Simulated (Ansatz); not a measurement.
The system is Ti.

```xyz
1
Lattice="0.0000 2.0300 2.0300 2.0300 0.0000 2.0300 2.0300 2.0300 0.0000" Properties=species:S:1:pos:R:3 pbc="T T T"
Ti    0.0000    0.0000    0.0000
```

This isn't the form of Ti at room conditions, which is hcp.

A run of Ansatz 0.2.0 on this cell left the log below. Logs are shortened: lines on timing, memory, paths and dates and some standing lists are left out, and cuts for length are marked.

```text
Warning: RAYON_NUM_THREADS=2 ignored (pool sized by the plan → 2); use --threads N
Engine: ansatz 0.2.0, x86_64-unknown-linux-gnu
Pseudopotentials: kind: paw
Pseudopotential: Ti, paw, valence charge 12, recommended cutoff 420 eV (normal), Ti.paw.azcp
Functional definition: BLYP
  parameter beta = 0.0042
  parameter a = 0.04918
  parameter b = 0.132
  parameter c = 0.2533
  parameter d = 0.349
  exchange = b88_x(beta = beta)
  correlation = lyp_c(a = a, b = b, c = c, d = d)
Crystal: 1 atoms, lattice volume = 16.731 Å³
Basis set: ecut = 420 eV, 331 PW (Γ), exchange–correlation on 40×40×40 points (8 copies of the dense FFT grid, shifted against one another)
Bands: 10, of which v1, the nominal top of the filled ones, is band 6 counted from 1 (5 counted from 0)
Symmetry: 48 space group operations
Space group: Fm-3m (ITA 225), of the structure as read, at distance tolerance 2.6e-5 Å
k-points: 56 of 1331
Non-local potential: Ti, projectors of the file, l = 0: 3, l = 1: 2, l = 2: 3, l = 3: 1
PAW form: soft (Blöchl's): semilocal exchange-correlation on the pseudo side does not see the compensation charge
PAW frozen core: Ti, regenerated for the run's functional, and the local potential with it (the file was generated under x = pbe(κ = 0.804, μ = 0.2195149727645171), c = pbe(β = 0.06672455060314922))
PAW one-centre angular grid: Ti, 590 points (default); XC on 64 Gauss nodes
Initial density: superposition of atomic densities (neutral atoms: chi_scale 0, normalization atom), corrected by the library's trained network
Initial wavefunctions: pseudopotential atomic-orbital guess
Functional: x = b88, c = lyp
SCF iter   1: F=—  HF=-2505.838096 eV  |F-HF|=—  |Δ(HF+E_count)|=         —  Δρ=1.38e-2  dr2=3.44e-2  ethr=1.77e-3  ⟨swp⟩=4.5  Hψ=2999  notcnv=0
preconditioner: auto → none  [metal: Δε(μ)=0.103 eV  Ē_g=4.110 eV  σ=0.050 eV  W_gap=0.43  n_scr=0 (ndim 8)  ℏωp=18.2 eV  f_vac=0.000  D(μ)=0.94/eV (n_scr^D=14)]
SCF iter   2: F=—  HF=-2505.829073 eV  |F-HF|=—  |Δ(HF+E_count)|=   9.02e-3  Δρ=5.06e-3  dr2=2.39e-3  ethr=2.87e-4  ⟨swp⟩=3.0  Hψ=1520  notcnv=0
SCF iter   3: F=—  HF=-2505.828324 eV  |F-HF|=—  |Δ(HF+E_count)|=   7.48e-4  Δρ=1.57e-3  dr2=2.03e-4  ethr=1.99e-5  ⟨swp⟩=2.0  Hψ=1018  notcnv=0
[... 60 lines left out ...]
SCF 7 converged in 4 iterations: F = -2505.848502 eV  dr2 = 2.28e-12
relax step   7: F+E_penalty+E_count = -2505.84850193 eV  Δ(F+E_penalty+E_count) = -1.826e-9 eV  max|allowed force component| = 0.000e0 eV/Å  Δτ_max = 0.0000 Å  P = +0.000 GPa  Ω = 17.743 Å³  stress off target by 4.64e-4 GPa  SCF on the basis re-selected at this cell (its energy is not comparable with the rows above)  (4 SCF iters)
basis re-selected at this cell: Δ(F+E_penalty+E_count) = -1.826e-9 eV, ΔP = +0.000 GPa vs the last step (what re-selecting the basis moved, of the pressure what is left beyond the Pulay correction that the steps carried, after the strain that the cell walked since its last selection, with what the two solves' SCF thresholds leave and, on support functions, any second-order correction that the steps lacked; it is no measure of the basis error at this ecutwfc). This SCF's stress stands 4.64e-4 GPa from its target on what of the cell is left free (relax.cell.stress_tol is 5.00e-2 GPa) and its largest allowed force component is 0.00e0 eV/Å (relax.f_tol is 1.00e-2 eV/Å): within both
SCF converged after 4 iterations
Free energy (F): -2505.848502 eV
Harris-Foulkes:  -2505.848502 eV  (|F-HF|=9.09e-13)
Internal energy: -2505.837051 eV  (E = F + TS)
E sigma→0 (E₀):  -2505.842776 eV
Entropy (-TS):   -0.011451 eV (-11.451 meV/atom)
Fermi energy:    13.387593 eV
--- Per-component energies (eV) ---
  E_band       = -155.381090
  E_kinetic    = 272.617419
  E_local      = -828.198245  (includes V_loc(G=0)·N_el)
  E_nonlocal   = 8.604909
  E_hartree    = 340.727776
  E_xc         = -95.365372
  E_vxc        = -119.284607  (∫ρ·V_xc dr)
  E_paw        = -1056.141062  (= ΣΔE_a)
  E_vpaw       = -170.576179  (= ΣTr[D̂ρ^β])
  E_aug_tail   = 0.000108  (compensation charges beyond the density's cutoff)
  E_ewald      = -1148.099519
  E_core_change = 0.016934  (= ΣΔE_core)
  E_smearing   = -0.011451  (= −TS)
  E_closure    = 0.000000  (closes the sum)
  Σ components = -2505.848502   (vs F -2505.848502, Δ=0.00e0)
--- Forces (eV/Å), atoms counted from 1 ---
  atom   1  Ti     0.00000000     0.00000000     0.00000000
  max |Σ_I F_I| component: 6.16e-33 eV/Å
--- Stress (GPa, compression-positive) ---
        0.000464       0.000000      -0.000000
        0.000000       0.000464      -0.000000
       -0.000000       0.000000       0.000464
  P = ⅓ Tr σ = 0.0005 GPa (0.005 kbar)
--- Band table (eV; the first three rows and the last of 56) ---
  k-point 0: bands = ["-43.2056", "-19.1875", "-19.1875", "-19.1875", "7.5060", "14.1858", "14.1858", "14.1858", "15.7748", "15.7748"]
  k-point 1: bands = ["-43.1967", "-19.2391", "-19.1940", "-19.1940", "7.7666", "14.0354", "14.2755", "14.2755", "15.7211", "15.7211"]
  k-point 2: bands = ["-43.1725", "-19.3758", "-19.2115", "-19.2115", "8.4986", "13.6884", "14.4369", "14.4369", "15.6854", "15.6854"]
  k-point 55: bands = ["-43.0553", "-19.6135", "-19.5795", "-19.4035", "11.9870", "12.7385", "13.2514", "15.4740", "16.9526", "21.3543"]
--- Relaxed structure (5 steps of the walk, 5 accepted, 2 SCFs on fresh bases) ---
  F+E_penalty+E_count = -2505.84850193 eV   max|allowed force component| = 0.000e0 eV/Å   (the final SCF, on the basis selected at the relaxed cell)
  cell:  # Å, volume = 17.7432 Å³
    - [3.248299670970938e-34, 2.070146310603159, 2.070146310603159]
    - [2.070146310603159, -2.6113781668589887e-34, 2.070146310603159]
    - [2.070146310603159, 2.070146310603159, -5.620832273787948e-34]
  atoms:
    - { symbol: Ti, position: [0.0, 0.0, 0.0] }
```

Task: What input gives this log?

Result: Relaxation of cell and atoms with BLYP, no spin polarisation. The files as run (others can give the same):

input.yaml
```yaml
crystal:
  lattice:
    - [0.0, 2.03, 2.03]
    - [2.03, 0.0, 2.03]
    - [2.03, 2.03, 0.0]
  atoms:
    - { symbol: Ti, position: [0.0, 0.0, 0.0] }
hamiltonian:
  xc: blyp
  pseudopotentials: { kind: paw }
kpoints:
  mp_grid: { grid: [11, 11, 11] }
scf:
  occupations: { method: fermi_dirac, width: 0.05 }
output:
  forces: true
  stress: true
  eigenvalues: true
relax:
  f_tol: 0.01
  max_steps: 40
  cell: { stress_tol: 0.05 }
```

Potentials or basis: Ansatz PAW.
The run is started by
```sh
$ ansatz run input.yaml --threads 2 --pin off --max-ram 5632MiB --backend cpu --events-out ev --progress --plain --runs-dir out
```

Caveat: the plane-wave basis is chosen anew once the cell has moved, so the energies of steps on either side of that aren't comparable; the PAW data sets come from PBE, with cores solved anew for the run's functional, which leaves a small shift of forces and pressure.
